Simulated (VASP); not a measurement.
Input of a VASP 6.6.1 run:

The input INCAR:

```
SYSTEM = KBr
ALGO = Fast ; EDIFF = 1E-8
ENCUT = 520 ; GGA = PE
ISIF = 2 ; ISMEAR = 0
LASPH = .TRUE. ; LCHARG = .FALSE.
LEPSILON = .TRUE. ; LREAL = .FALSE.
LWAVE = .FALSE. ; NELM = 80
PREC = Accurate ; SIGMA = 0.03
```

The input KPOINTS:

```
k-points
0
Monkhorst
  12 12 12
  0 0 0
```

File POSCAR:

```
KBr                                     
1.0
    0.0000000000      3.2798924877      3.2798924877
    3.2798924877      0.0000000000      3.2798924877
    3.2798924877      3.2798924877      0.0000000000
  K               Br            
     1     1
Direct
     0.0000000000000000    0.0000000000000000    0.0000000000000000
     0.5000000000000000    0.5000000000000000    0.5000000000000000
```

Potentials or basis: VASP PAW PBE potentials, release 64 (K_sv, Br).

Launch:

```bash
$ cat potpaw_PBE.64/K_sv/POTCAR potpaw_PBE.64/Br/POTCAR > POTCAR
$ mpirun -np 1 vasp_std > vasp.out
```

Task: Predict the electronic dielectric tensor (diagonal).

Result: 2.57.

Task: What does it give for the Born charges (mean of the diagonal)?

Result: K +1.12; Br -1.12 e.

Born effective charge tensors (e):
atom 1, K
```
1.12 0.00 0.00
0.00 1.12 0.00
0.00 0.00 1.12
```
atom 2, Br
```
-1.12  0.00  0.00
 0.00 -1.12  0.00
 0.00  0.00 -1.12
```

**The experiment to reproduce.**

From a printed reference work, monograph, for a bulk crystal of KBr: high-frequency dielectric constant 2.36.

A measured high-frequency dielectric constant of KBr is 2.36 (a printed reference work, monograph); the calculated 2.57 misses it by +9.1 %.
